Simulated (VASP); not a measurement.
Write the native input for VASP 6.6.1 that does the following.

* Task: single point
* Functional: PBEsol
* Potentials or basis: VASP PAW PBE potentials, release 64 (Bi_d)
* Cutoff: 520 eV
* k mesh: 10 × 10 × 10
* Occupations: fermi-dirac, width 0.136057 eV
* Spin: no spin polarisation
* Dipole correction: no
* Further INCAR settings: ALGO = Fast; EDIFF = 1e-07; NBANDS = 14

The structure of Bi lies in POSCAR:

```
Bi
1.0
    3.2226581962      0.0000000000      0.0000000000
    0.0000000000      3.2226581962      0.0000000000
    0.0000000000      0.0000000000      3.2226581962
Bi
1
Direct
    0.0000000000      0.0000000000      0.0000000000
```

The cell was built by a generator and needn't be a form met in nature.

The input as run:

INCAR

```
SYSTEM = Bi
PREC = Accurate
ENCUT = 520
EDIFF = 1E-7
ISMEAR = -1
SIGMA = 0.13605693000000002
LREAL = .False.
LASPH = .True.
NELM = 100
ALGO = Fast
ISIF = 2
LWAVE = .False.
LCHARG = .False.
GGA = PS
NBANDS = 14
```

KPOINTS

```
Automatic mesh
0
Gamma
  10 10 10
  0 0 0
```

Potentials or basis: VASP PAW PBE potentials, release 64 (Bi_d).

Command:

```console
$ cat potpaw_PBE.64/Bi_d/POTCAR > POTCAR
$ mpirun -np 1 vasp_std > vasp.out
```

It gave:

The pressure is -0.1 GPa and the band gap on the k mesh is none (metal or under the smearing width).

Caveat: the PAW data sets were made with another functional, which shifts forces and pressure a little; spin-orbit coupling is left out, which moves the levels of the heavy elements.

Wall time 7.4 s on 1 thread of Intel(R) Xeon(R) 6975P-C (Granite Rapids), on a shared host, peak memory 0.14 GiB.
